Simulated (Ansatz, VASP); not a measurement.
## MgS (Niningerite) in VASP and in Ansatz

```xyz
2
Lattice="0.0000 2.6016 2.6016 2.6016 0.0000 2.6016 2.6016 2.6016 0.0000" Properties=species:S:1:pos:R:3 pbc="T T T"
S     2.6016    2.6016    2.6016
Mg    0.0000    0.0000    0.0000
```

Alike in both runs: functional PBE; k mesh 9 × 9 × 9; occupations fermi-dirac, width 0.05 eV; no spin polarisation.

```csv
,VASP,Ansatz
version,VASP 6.6.1,Ansatz 0.2.0
potentials or method,"VASP PAW PBE potentials, release 64 (S, Mg)",PseudoDojo standard (PBE files)
plane-wave cutoff (eV),520,1143
valence electrons in the cell,8,16
task,single point,band structure
```

```csv
,VASP,Ansatz,Ansatz less VASP
gap on the k mesh at the Fermi level (eV),2.91,2.92,+0.010
least direct gap on the mesh (eV),3.71,3.71,+0.003
pressure (GPa),0.9,1.2,+0.37
```

The functional is the same, so the differences come from potentials, cutoffs and numerics. The two sets of potentials don't hold the same shells in valence.

Caveats: an odd mesh through Γ misses points on the zone boundary, where band edges often lie (VASP); the k mesh misses the band edges, so the gap on the mesh is wider than the one along the path (Ansatz). PBE gaps usually lie below the measured ones, often by a third to a half.
